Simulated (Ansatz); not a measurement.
**Phase order of Lu (relativity switched off)**

Structure types of Lu are relaxed in primitive cells with their symmetry kept at 0 GPa, first on PAW files, then by LAPW. The enthalpy is E + pV at zero temperature, without zero-point motion. Only the types listed were tried, and differences under about 5 meV/atom are mesh noise.

Level of theory: DFT with PBE, non-relativistic, in Ansatz 0.2.0; Fermi–Dirac smearing of 0.05 eV, no spin polarisation. LAPW: all electrons, basis error target 0.5 meV/atom.

k meshes: fcc 15×15×15, bcc 15×15×15, hcp 14×14×8.

```json
{"start type": "fcc", "ends as": "fcc, Fm-3m", "a, b, c (Å)": "4.986, 4.986, 4.986", "V (Å³/atom)": "30.99", "H − H(lowest), LAPW (meV/atom)": "?"}
{"start type": "bcc", "ends as": "bcc, Im-3m", "a, b, c (Å)": "3.982, 3.982, 3.982", "V (Å³/atom)": "31.56", "H − H(lowest), LAPW (meV/atom)": "?"}
{"start type": "hcp", "ends as": "hcp, P6_3/mmc", "a, b, c (Å)": "3.603, 3.603, 5.592", "V (Å³/atom)": "31.43", "H − H(lowest), LAPW (meV/atom)": "0.0"}
```

Question: What belongs in the row "fcc", column "H − H(lowest), LAPW (meV/atom)"?

Answer: 24.5.

Question: What belongs in the row "bcc", column "H − H(lowest), LAPW (meV/atom)"?

Answer: 129.9.
